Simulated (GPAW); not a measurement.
# A GW chain in GPAW: BN (Qingsongite), part 2 of 2

Wanted: ground state, empty states, screening and self-energy for BN (Qingsongite).

GPAW 26.7.0; PBE and many-body steps on it, plane waves. Known limits of the many-body steps: not at the basis limit.

So far. Step 3 (Bands along the symmetry lines): The gap is 4.457 eV, as in the run before at this level. Step 4 (Empty states on the mesh, 8×8×8 mesh, 185 bands): On this mesh the gap is 4.457 eV.

### Step 5. Screening and self-energy, 8×8×8 mesh, 81 bands, screening to 210 eV

G0W0 replaces the xc potential by the self-energy, built once from these orbitals. Only a window of levels is corrected, while the sums run over the empty bands that the input names.

This step: G0W0 on PBE, plane waves, PAW.

Input file run.py:

```python
import json
import numpy as np
from gpaw.mpi import world
from gpaw.response.g0w0 import G0W0

gw = G0W0('full.gpw',
    filename='gw',
    kpts=[0, 24],
    bands=(2, 6),
    ecut=210,
    nbands=81,
    integrate_gamma='WS',
    ppa=True)
gw.calculate()
res = {mode: {k: v for k, v in r.items() if k != 'sigma_eskwn'}
       for mode, r in gw.all_results.items()}

if world.rank == 0:
    with open('result.json', 'w') as f:
        json.dump(res, f, default=lambda x: x.tolist())
```

Launch:

```
> mpirun -n 4 gpaw python run.py
```

Numbers of over 12 decimals in the logs are rounded to 6 here.

Output:

```text
Using integrator: PointIntegrator
FrequencyGridDescriptor(from 0.000+0.000j to 0.000+27.211j eV, 2 points)
Nonperiodic BCs:  [False False False]
Using integrator: PointIntegrator
FrequencyGridDescriptor(from 0.000+0.000j to 0.000+27.211j eV, 2 points)
Nonperiodic BCs:  [False False False]
  ___  _ _ _
 |   || | | |
 | | || | | |
 |__ ||_____|
 |___|

BZ k-points: Symmetries present (total): 24

  [... matrices ...]
512 k-points: 8 x 8 x 8 Monkhorst-Pack grid + [1/16,1/16,1/16]
29 k-points in the irreducible part of the Brillouin zone
       k-points in crystal coordinates                weights
   0:     0.00000000    0.00000000    0.00000000          1/512
   1:     0.12500000    0.12500000    0.00000000          6/512
   2:     0.12500000    0.12500000    0.12500000          8/512
   3:     0.25000000    0.12500000    0.12500000         12/512
   4:     0.25000000    0.25000000    0.00000000          6/512
   5:     0.25000000    0.25000000    0.12500000         24/512
   6:     0.25000000    0.25000000    0.25000000          8/512
   7:     0.37500000    0.25000000   -0.37500000         24/512
   8:     0.37500000    0.25000000    0.12500000         24/512
   9:     0.37500000    0.25000000    0.25000000         24/512
          ...
  28:     0.50000000    0.50000000    0.50000000          4/512

Distributing spins, k-points and bands (1 x 2 x 4) over 4 processes
Number of blocks: 1

Quasi particle states:
k-points (IBZ indices): [0, 24]
Band range: (2, 6)
  [... matrices ...]
Computational parameters:
Plane wave cut-off: 210 eV
Number of bands: 81
Coulomb cutoff: None
Broadening: 0.1 eV

fxc modes: GW
Kernel: RPA
Using Godby-Needs plasmon-pole approximation:
  Fitting energy: i*E0, E0 = 1.000 Hartree
Summing all q:

Calculating screened Coulomb potential
No Coulomb truncation
FrequencyGridDescriptor(from 0.000+0.000j to 0.000+27.211j eV, 2 points)
Removing empty qpoint cache files...

Calculating chi0 body with:
    Ground state adapter containing:
    Number of spins: 1
    Number of kpoints: 512
    Number of irreducible kpoints: 29
    Number of completely occupied states: 4
    Number of partially occupied states: 4
    Occupied states memory: 0.205994 M / cpu

    Linear response parametrization:
    q_c: [0.0, 0.0, 0.0]
    Number of frequency points: 2
    Planewave cutoff: 210.0
    Number of bands: 81
    Number of planewaves: 65
    Broadening (eta): 1e-06
    comm.size: 4
    kncomm.size: 4
    blockcomm.size: 1

    Memory estimate of potentially large arrays:
        chi0_wGG: 0.128937 M / cpu
Integrating chi0 body.

Symmetries of q_c:
    Direct symmetries (Uq -> q): 24
    Indirect symmetries (TUq -> q): 24
In total 48 allowed symmetries.

  [... matrices ...]
29 groups of equivalent kpoints. 94.3359375% reduction.

Integral kind: response function
Integrating chi0 head and wings.

Symmetries of q_c:
    Direct symmetries (Uq -> q): 24
    Indirect symmetries (TUq -> q): 24
In total 48 allowed symmetries.

  [... matrices ...]
29 groups of equivalent kpoints. 94.3359375% reduction.

Integral kind: response function wings

Calculating chi0 body with:
    Ground state adapter containing:
    Number of spins: 1
    Number of kpoints: 512
    Number of irreducible kpoints: 29
    Number of completely occupied states: 4
    Number of partially occupied states: 4
    Occupied states memory: 0.205994 M / cpu

[... the further q-points ...]

Results:
f:      Occupation numbers
eps:     KS-eigenvalues [eV]
vxc:     KS vxc [eV]
exx:     Exact exchange [eV]
sigma:   Self-energies [eV]
dsigma:  Self-energy derivatives
Z:       Renormalization factors
qp:      QP-energies [eV]

k-point 0 (0): (0.000, 0.000, 0.000)                GW
band       f     eps     vxc     exx   sigma  dsigma       Z      qp
                                                                   GW
   2   1.000  10.095 -19.276 -22.790   2.429  -0.211   0.826   9.199
   3   1.000  10.095 -19.276 -22.790   2.429  -0.211   0.826   9.199
   4   0.000  18.923 -14.662  -7.966  -5.186  -0.186   0.843  20.195
   5   0.000  18.923 -14.662  -7.966  -5.186  -0.186   0.843  20.195

k-point 1 (24): (0.500, 0.500, 0.000)                GW
band       f     eps     vxc     exx   sigma  dsigma       Z      qp
                                                                   GW
   2   1.000   5.196 -17.087 -22.204   3.470  -0.226   0.816   3.852
   3   1.000   5.196 -17.087 -22.204   3.470  -0.226   0.816   3.852
   4   0.000  14.552 -13.270  -8.053  -4.436  -0.171   0.854  15.220
   5   0.000  19.330 -13.926  -7.948  -5.000  -0.176   0.851  20.161
```

Run time: 58 s. Hardware: 4 MPI ranks of Intel Xeon Platinum 8488C (Sapphire Rapids), shared host; peak memory 0.95 GiB; 3.9 min of CPU time.

Numbers from this step:

| Property | Result |
| --- | --- |
| G0W0 gap on the points computed | 6.021 eV |
| least direct G0W0 gap on the computed points | 11.00 eV |
| Z at the valence top | 0.8258 |
| Z at the conduction bottom | 0.8543 |
| starting gap on the mesh | 4.457 eV |
| k of the valence top | 0, 0, 0 |
| k of the conduction bottom | 0.5, 0.5, 0 |

The gap on the mesh goes from 4.46 eV to 6.02 eV, a correction of +1.56 eV.

Limits: finite bands, cutoff and mesh. v1 is the top filled band, c1 the lowest empty one. Levels before and after the correction, in eV, zero at the valence-band top of each column:

```
           conduction bottom  valence top
Kohn-Sham               4.46         0.00
     G0W0               6.02         0.00
```

```
                       level  energy (eV)
Kohn-Sham            Γ v2-v1        0.000
Kohn-Sham            Γ c1-c2        8.828
Kohn-Sham  (0.5 0.5 0) v2-v1       -4.899
Kohn-Sham     (0.5 0.5 0) c1        4.457
Kohn-Sham     (0.5 0.5 0) c2        9.235
     G0W0            Γ v2-v1        0.000
     G0W0            Γ c1-c2       10.996
     G0W0  (0.5 0.5 0) v2-v1       -5.347
     G0W0     (0.5 0.5 0) c1        6.021
     G0W0     (0.5 0.5 0) c2       10.962
```

### Step 6. Where the time went

Times are wall times on 4 MPI ranks of Intel Xeon Platinum 8488C (Sapphire Rapids), shared host, good to a factor of about two.

```
                          step   time  share  memory (GiB)
                  ground state  4.2 s    6 %           0.6
bands along the symmetry lines  3.5 s    5 %          0.52
      empty states on the mesh  4.1 s    6 %           0.7
     screening and self-energy   58 s   83 %          0.95
```

### Step 7. Results

| Quantity | Value |
| --- | --- |
| PBE gap | 4.46 eV, indirect |
| G0W0 gap on the mesh | 6.02 eV |
| GW settings | 8×8×8 mesh, 81 bands, screening to 210 eV, Godby-Needs plasmon pole |
| known limits | not at the basis limit |

**Reading.** G0W0 moves the gap on the mesh from 4.46 eV to 6.02 eV (+1.56 eV), with Z of 0.83 and 0.85 at the edges. Only 2 of the mesh's irreducible points were corrected, so a valley elsewhere could overtake. The dearest step here is «screening and self-energy». Bands and cutoff are finite, so the gap is not at the basis limit. The miss can reach some tenths of an eV and take either sign; the mesh is an error of its own. These stock PAW sets were not made for GW. In the G0W0 run levels were corrected at 2 k points alone, so a gap called «on the mesh» is the least over those, and an edge elsewhere would be missed.

[Paths, hosts, dates, memory and timing lines, banners, echoed tables and standing remarks are left out of the program output.]

[Logs are printed without paths, hosts, clocks, repeated set-up lines and the standing remarks that a program may print on its own settings, such as how far it seeks lower states.]

[Runs of the session that timed out or met a known fault of the program may be left out.]

[Hosts, paths, dates, database ids (printed as entryN), source tags and the programs' standing remarks are cut or masked in the printed files.]
